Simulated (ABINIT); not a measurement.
WC (Qusongite):

```
CELL_PARAMETERS angstrom
2.90650 0.00000 0.00000
-1.45325 2.51710 0.00000
0.00000 0.00000 2.83660
ATOMIC_POSITIONS crystal
W 0.00000 0.00000 0.00000
C 0.66667 0.33333 0.50000
```

Program: ABINIT 10.8.3 (patched build). Alike in all runs: potentials or basis JTH PAW PBE v2.0; cell as given; smearing fermi-dirac 0.05 eV. Hardware: 1 thread of Arm Neoverse V2, with other jobs on the host.

**Question.** Order these runs on this cell by their wall time, lowest first.
A. task band structure; level SCAN; spin off; k mesh 10 × 10 × 9; cutoff (eV) 626; fine-grid cutoff 1224.51 eV; mesh quality not flagged
B. task single point; level PBE; spin off; k mesh 6 × 6 × 5; cutoff (eV) 517; fine-grid cutoff 1034.03 eV; mesh quality coarse
C. task single point; level r2SCAN; spin off; k mesh 6 × 6 × 5; cutoff (eV) 626; fine-grid cutoff 1224.51 eV; mesh quality coarse
D. task band structure; level BLYP; spin SOC, no magnetisation; k mesh 10 × 10 × 9; cutoff (eV) 544; fine-grid cutoff 1088.46 eV; mesh quality not flagged

**Answer.** B (7.9 s), C (25 s), A (96 s), D (190 s).

Caveats: some runs use coarse meshes.

Not every run made on this cell is shown here.
